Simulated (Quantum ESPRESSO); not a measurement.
The system is HfN.

```
Hf N
1.0
     0.00000    2.45482    2.45482
     2.45482    0.00000    2.45482
     2.45482    2.45482    0.00000
Hf N
1 1
Direct
  0.00000 0.00000 0.00000
  0.25000 0.25000 0.25000
```

The cell comes from a database or a generator and needn't be the stable form of this composition.

Base run:

- Program: Quantum ESPRESSO 7.5
- Functional: PBEsol
- Potentials or basis: GBRV 1.5 PBEsol
- Cutoff: 612 eV
- Density cutoff: 4898 eV
- k mesh: 9 × 9 × 9
- Occupations: fermi-dirac, width 0.05 eV
- Spin: no spin polarisation
- Hubbard terms: Hf d U = 2 eV

Its results: band gap on the k mesh none (metal or under the smearing width); pressure -2.1 GPa.

Q: The run is repeated on the same cell with these changes: hubbard terms from Hf d U = 2 eV to Hf d U = 3 eV. What comes out?

A: Band gap on the k mesh none (metal or under the smearing width); pressure -0.3 GPa.

Caveats: U without spin polarisation on a metal has little footing.
